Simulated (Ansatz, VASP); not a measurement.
## One calculation of Ge, two programs

INCAR

```
ALGO     = Normal         # electronic algorithm
EDIFF    = 1E-6           # SCF threshold, eV
ENCUT    = 520            # plane-wave cutoff, eV
GGA      = PE             # functional
ISIF     = 2              # what is computed and relaxed
ISMEAR   = 0              # smearing method
LASPH    = T              # aspherical terms in the spheres
LCHARG   = F              # write CHGCAR
LREAL    = F              # projectors in reciprocal space
LWAVE    = F              # write WAVECAR
NBANDS   = 21             # bands
NELM     = 100            # most SCF steps
PREC     = Accurate       # precision mode
SIGMA    = 0.15           # smearing width, eV
```

File KPOINTS:

```
k-points
0
Gamma
  14 14 14
```

File POSCAR:

```
Ge
1.0
    0.0000000000      2.8994892500      2.6873315000
    2.8994892500      0.0000000000      2.6873315000
    2.8994892500      2.8994892500      0.0000000000
Ge
2
Direct
    0.5000000000      0.5000000000      0.5000000000
    0.7500000000      0.7500000000      0.7500000000
```

Input for Ansatz:

```yaml
crystal:
  lattice:
    - [0.0, 2.89948925, 2.6873315]
    - [2.89948925, 0.0, 2.6873315]
    - [2.89948925, 2.89948925, 0.0]
  atoms:
    - { symbol: Ge, position: [0.5, 0.5, 0.5] }
    - { symbol: Ge, position: [0.75, 0.75, 0.75] }
basis:
  ecutwfc: 420
kpoints:
  mp_grid: { grid: [14, 14, 14] }
hamiltonian:
  xc: pbe
scf:
  occupations: { method: gaussian, width: 0.15 }
output:
  forces: true
  stress: true
  eigenvalues: true
```

Change from the starting cell: strain +0.025 along x and y, -0.050 along z, atoms carried along.

Alike in both runs: task single point; functional PBE; k mesh 14 × 14 × 14; occupations gaussian, width 0.15 eV; no spin polarisation.

```csv
,VASP,Ansatz
version,VASP 6.6.1,Ansatz 0.2.0
potentials or method,"VASP PAW PBE potentials, release 64 (Ge_d)","scalar-relativistic, plane waves, PAW"
plane-wave cutoff (eV),520,420
valence electrons in the cell,28,28
```

Ansatz gave:

```
gap on the k mesh at the Fermi level (eV)       : 0.03
least direct gap on the mesh (eV)               : 0.36
pressure (GPa)                                  : 3.8
largest component of the traceless stress (GPa) : 3.01
```

Task: What did VASP give for the same quantities?

Result: gap on the k mesh at the Fermi level (eV): 0.03; least direct gap on the mesh (eV): 0.36; pressure (GPa): 3.7; largest component of the traceless stress (GPa): 3.02.

The functional is the same, so the differences come from potentials, cutoffs and numerics.
